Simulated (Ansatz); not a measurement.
# RbBr: equation of state with PBE

Crystal: RbBr.

```
CELL_PARAMETERS angstrom
4.12608 0.00000 0.00000
0.00000 4.12608 0.00000
0.00000 0.00000 4.12608
ATOMIC_POSITIONS crystal
Rb 0.00000 0.00000 0.00000
Br 0.50000 0.50000 0.50000
```

The cell comes from a database or a generator and needn't be the stable form of this composition.

- Program: Ansatz 0.2.0
- Task: equation of state
- Functional: PBE
- Potentials or basis: Ansatz PAW
- Cutoff: 420 eV
- Density cutoff: 1680 eV
- k mesh: 7 × 7 × 7
- Occupations: fermi-dirac, width 0.05 eV
- Spin: no spin polarisation

The equilibrium volume is 36.96 Å³/atom and the bulk modulus is 13.9 GPa. The pressure derivative of the bulk modulus is 4.9.

Energy against volume, from the lowest point:
| volume (Å³/atom) | energy (meV/atom) |
| --- | --- |
| 33.015 | 22.71 |
| 33.717 | 14.68 |
| 34.420 | 8.61 |
| 35.122 | 4.28 |
| 35.825 | 1.51 |
| 36.527 | 0.14 |
| 37.230 | 0.00 |

All runs of the series together: 7.2 s on 2 threads of Arm Neoverse V1 (shared host).
